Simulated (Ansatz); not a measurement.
# Elastic constants of C at 8 GPa (stress–strain coefficients): input and output

Method: DFT PBE+D3(BJ), scalar-relativistic, plane waves, PAW in Ansatz.

Launched with:
```bash
ansatz run input.yaml --threads 1 --pin off --max-ram 3072MiB --backend cpu --events-out ev --progress --plain --runs-dir out
```

Input (bare energies are in eV):
```yaml
crystal:
  lattice:
    - [2.4497247177, 0.0, 0.0]
    - [-1.2248623589, 2.1215238378, 0.0]
    - [0.0, 0.0, 3.1514829848]
  atoms:
    - { symbol: C, position: [0.3333333333, 0.6666666667, 0.0] }
    - { symbol: C, position: [0.6666666667, 0.3333333333, 0.0] }
basis:
  ecutwfc: 420
kpoints:
  mp_grid: { grid: [18, 18, 12] }
hamiltonian:
  xc: pbe
  dispersion: d3bj
scf:
  occupations: { method: fermi_dirac, width: 0.15 }
output:
  forces: true
  stress: true
  eigenvalues: true
elastic:
  mode: relaxed_ion
  amplitude: 0.005
```

From the output:
```
--- Elastic constants: 3 strain directions × 4 members + reference (group order 24) ---
  dense FFT box of the reference and of every strained cell: 18×18×24
  strains applied: 11, 33, 23; error gains: componentwise 1.00 (the most a stress slope's error grows in a printed constant), spectral 1.41 (1 for all six strains in a standard setting)
  pairwise dispersion correction: d3bj (s6 = 1.0, s8 = 0.7875, a1 = 0.4289, a2_bohr = 4.4407), with the weights of each atom's references fixed at the reference crystal's, and the forces and stress that the weights' published response gives ...
  C = ∂σ_k/∂η_j (tension-positive GPa; Voigt order 11 22 33 23 13 12):
      1156.881    221.843     -6.399     -0.000     -0.000      0.000
       221.843   1156.881     -6.399      0.000      0.000      0.000
        -6.398     -6.398    107.135      0.000      0.000      0.000
         0.000      0.000      0.000    -12.829     -0.000      0.000
        -0.000      0.000      0.000      0.000    -12.829      0.000
        -0.000     -0.000      0.000      0.000      0.000    467.519
  reference stress σ⁰ (GPa):     -7.999     -7.999     -7.996     -0.000     -0.000     -0.000
  C* (energy form; C + prestress term) asymmetry max|C*_kj − C*_jk| = 3.969e-3 GPa — a small one proves nothing (zero by symmetry where the batch's group is 432, −43m or m−3m); a large one is finite-difference/SCF noise where every solve ...
  moduli (Voigt/Reuss/Hill, GPa): K = 315.44/91.21/203.33   G = 235.83/-36.02/99.90   E = 257.53   ν = 0.289
  mechanically stable: NO (min eigenvalue of sym C = -12.83 GPa)
  the cell is mechanically unstable, and its weakest contacts join parallel layers: if it is meant as a slab among its images, read the layer's verdict in place of the crystal's
  the layer in its plane, per area (N/m: the tensor there times 3.1515 Å, the cell's volume per area; the error gains are the tensor's), 1 along (1.000, 0.000, 0.000), 2 along (-0.000, 1.000, 0.000):
    C11 = 364.59   C22 = 364.59   C12 = 69.91   C66 = 147.34   C16 = 0.00   C26 = 0.00
  moduli of the layer (Voigt/Reuss/Hill, N/m): K = 217.25/217.25/217.25   G = 147.34/147.34/147.34   E = 351.18   ν = 0.192
  mechanically stable in its plane: yes (min eigenvalue of those constants = 147.34 N/m; a buckling out of the plane is not judged)
  the stresses are not corrected for the forces that the relaxations left standing (`elastic.f_tol`)
  strain η (Voigt 11):  stress-route row diagonal C_11 = 1156.88 GPa, energy-path curvature d²(F+E_count+ΔE)/dδ²/Ω₀ = 1156.95 GPa
    cells at ±δ against ±2δ: C11 1156.97 and 1157.23 GPa, apart by 0.02 % of the column's largest entry
         δ    σ_11 (GPa) F (eV) n_scf n_hpsi n_pw
    -1.000e-2     -19.8863        -502.0932192      11  125132    330   relax 4 steps, max|allowed force component| 2.33e-7 eV/Å
    -5.000e-3     -13.8636        -502.1018257      11  124998    330   relax 3 steps, max|allowed force component| 1.38e-6 eV/Å
     5.000e-3      -2.2940        -502.1100522      11  125173    336   relax 3 steps, max|allowed force component| 1.98e-6 eV/Å
     1.000e-2       3.2582        -502.1098020      11  125771    336   relax 3 steps, max|allowed force component| 3.09e-6 eV/Å
  strain η (Voigt 33):  stress-route row diagonal C_33 = 107.13 GPa, energy-path curvature d²(F+E_count+ΔE)/dδ²/Ω₀ = 106.96 GPa
    cells at ±δ against ±2δ: C33 107.09 and 106.94 GPa, apart by 0.14 % of the column's largest entry
         δ    σ_33 (GPa) F (eV) n_scf n_hpsi n_pw
    -1.000e-2      -9.1191        -502.0986866       7   42619    330   relax 0 steps, max|allowed force component| 3.33e-16 eV/Å
    -5.000e-3      -8.5474        -502.1031942       3   35561    330   relax 0 steps, max|allowed force component| 5.18e-16 eV/Å
     5.000e-3      -7.4766        -502.1113816       3   36076    336   relax 0 steps, max|allowed force component| 4.81e-16 eV/Å
     1.000e-2      -6.9804        -502.1151060       5   38179    336   relax 0 steps, max|allowed force component| 4.07e-16 eV/Å
  strain η (Voigt 23):  stress-route row diagonal C_44 = -12.83 GPa, energy-path curvature d²(F+E_count+ΔE)/dδ²/Ω₀ = -8.77 GPa
    cells at ±δ against ±2δ: C44 -12.81 and -12.75 GPa, apart by 0.45 % of the column's largest entry
         δ    σ_23 (GPa) F (eV) n_scf n_hpsi n_pw
    -1.000e-2       0.1275        -502.1074709      11  203978    332   relax 3 steps, max|allowed force component| 2.60e-7 eV/Å
    -5.000e-3       0.0640        -502.1074345      11  203698    332   relax 1 steps, max|allowed force component| 2.61e-5 eV/Å
     5.000e-3      -0.0640        -502.1074345      11  203655    332   relax 1 steps, max|allowed force component| 2.61e-5 eV/Å
     1.000e-2      -0.1275        -502.1074709      11  205156    332   relax 3 steps, max|allowed force component| 2.42e-7 eV/Å
```

The run took 100 s on 1 thread of Intel(R) Xeon(R) 6975P-C (Granite Rapids), with other jobs on the host, peak memory 0.49 GiB.

In a metal, frequencies and elastic constants depend on the k mesh and the smearing, soft modes and shear constants most.

As the tensor has a negative eigenvalue, the Reuss and Hill moduli of a polycrystal, and E and ν formed from them, have no physical meaning here.

The least eigenvalue is -12.8 GPa; in a metal on this mesh the verdict on stability isn't firm within about 20 GPa or a tenth of the bulk modulus.

This form isn't the element's structure at ambient conditions.